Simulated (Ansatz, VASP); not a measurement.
# Rh in VASP and in Ansatz

File INCAR:

```
SYSTEM = Rh
ALGO = Normal ; EDIFF = 1E-6
ENCUT = 520 ; GGA = CA
ISIF = 2 ; ISMEAR = -1
LASPH = .True. ; LCHARG = .True.
LELF = .True. ; LREAL = .False.
LVHAR = .True. ; LWAVE = .False.
NBANDS = 14 ; NELM = 100
PREC = Accurate ; SIGMA = 0.6
```

Contents of KPOINTS:

```
k-points
0
Gamma
  14 14 14
  0 0 0
```

The input POSCAR:

```
Rh
1.0
    0.0000000000      1.8776226225      1.8776226225
    1.8776226225      0.0000000000      1.8776226225
    1.8776226225      1.8776226225      0.0000000000
Rh
1
Direct
    0.0000000000      0.0000000000      0.0000000000
```

Input for Ansatz:

```yaml
crystal:
  lattice:
    - [0.0, 1.8776226225, 1.8776226225]
    - [1.8776226225, 0.0, 1.8776226225]
    - [1.8776226225, 1.8776226225, 0.0]
  atoms:
    - { symbol: Rh, position: [0.0, 0.0, 0.0] }
hamiltonian:
  xc: lda
  pseudopotentials:
    kind: paw
    azcp:
      Rh: "pseudopotentials/Rh.paw.azcp"
basis:
  ecutwfc: 420
  fft_grid_basis: typed
kpoints:
  mp_grid: { grid: [14, 14, 14], shift: [0, 0, 0] }
magnetization:
  spin_polarized: false
scf:
  occupations: { method: fermi_dirac, width: 0.6 }
  lower_state_search: "off"
output:
  stress: true
```

Alike in both runs: task single point; functional LDA; k mesh 14 × 14 × 14; occupations fermi-dirac, width 0.6 eV; no spin polarisation.

|  | VASP | Ansatz |
| --- | --- | --- |
| version | VASP 6.6.1 | Ansatz 0.2.0 |
| potentials or method | VASP PAW LDA potentials, release 64 (Rh_pv) | plane waves (420 eV) with PAW, scalar-relativistic |
| plane-wave cutoff (eV) | 520 | 420 |
| valence electrons in the cell | 15 | 17 |

|  | VASP | Ansatz | Ansatz less VASP |
| --- | --- | --- | --- |
| pressure (GPa) | 12.5 | 11.6 | -0.95 |

The two sets of potentials don't hold the same shells in valence. Ansatz warned: «pseudo_functional_mismatch».
